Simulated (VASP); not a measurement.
The system is Te2Mo.

```
CELL_PARAMETERS angstrom
3.51820 0.00000 0.00000
-1.75910 3.04685 0.00000
0.00000 0.00000 13.97360
ATOMIC_POSITIONS crystal
Te 0.33333 0.66667 0.62100
Te 0.66667 0.33333 0.12100
Te 0.33333 0.66667 0.87900
Te 0.66667 0.33333 0.37900
Mo 0.33333 0.66667 0.25000
Mo 0.66667 0.33333 0.75000
```

| Item | Value |
| --- | --- |
| Program | VASP 6.6.1 |
| Task | relaxation of cell and atoms |
| Functional | PBE |
| Potentials or basis | VASP PAW PBE potentials, release 64 (Te, Mo) |
| Cutoff | 300 eV |
| k mesh | 5 × 5 × 1 |
| Occupations | gaussian, width 0.03 eV |
| Spin | no spin polarisation |

At the start: pressure 2.6 GPa; volume 24.96 Å³/atom.

Question: Where does the relaxation end?

Answer: Over 22 steps the energy falls by 16.6 meV/atom and the volume is 28.17 Å³/atom (+12.8 %); space group P6_3/mmc (No. 194, to 0.05 Å).

Step by step:
| step | energy change (eV) | largest force (eV/Å) | pressure (GPa) | volume (Å³) |
| --- | --- | --- | --- | --- |
| 1 | 0.0000 | 0.0763 | 2.57 | 149.79 |
| 2 | 0.0298 | 0.7447 | -3.08 | 158.64 |
| 3 | -0.0281 | 0.2782 | 0.07 | 153.33 |
| 4 | -0.0395 | 0.2072 | 0.02 | 154.43 |
| 5 | -0.0511 | 0.0313 | -0.05 | 157.14 |
| 6 | -0.0600 | 0.0347 | -0.08 | 157.85 |
| 7 | -0.0795 | 0.0471 | -0.10 | 159.95 |
| 8 | -0.0947 | 0.0666 | 0.09 | 164.07 |
| 9 | -0.0948 | 0.0690 | 0.11 | 164.40 |
| 10 | -0.0981 | 0.0010 | 0.10 | 166.23 |
| 11 | -0.0983 | 0.0213 | 0.11 | 166.85 |
| 12 | -0.0978 | 0.0678 | -0.43 | 168.62 |
| 13 | -0.0985 | 0.0073 | -0.09 | 167.44 |
| 14 | -0.0990 | 0.0213 | -0.05 | 167.71 |
| 15 | -0.0990 | 0.0275 | -0.03 | 167.86 |
| 16 | -0.0990 | 0.0279 | 0.25 | 167.85 |
| 17 | -0.0991 | 0.0025 | 0.09 | 167.86 |
| 18 | -0.0993 | 0.0072 | 0.07 | 168.33 |
| 19 | -0.0994 | 0.0168 | 0.06 | 168.77 |
| 20 | -0.0993 | 0.0245 | -0.17 | 169.49 |
| 21 | -0.0994 | 0.0007 | -0.04 | 169.06 |
| 22 | -0.0995 | 0.0041 | -0.01 | 169.03 |

Final structure:
```
CELL_PARAMETERS angstrom
3.55150 0.00000 0.00000
-1.77575 3.07569 0.00000
0.00000 0.00000 15.47387
ATOMIC_POSITIONS crystal
Te 0.33333 0.66667 0.63335
Te 0.66667 0.33333 0.13335
Te 0.33333 0.66667 0.86665
Te 0.66667 0.33333 0.36665
Mo 0.33333 0.66667 0.25000
Mo 0.66667 0.33333 0.75000
```

Caveat: the k mesh is coarse (spacing up to 0.45 Å⁻¹), so the values aren't converged; this functional lacks dispersion, which binds the layers, so the pressure and a relaxed spacing across them are unreliable; the volume moved by +13 % from the deposited cell, more than functionals usually miss.
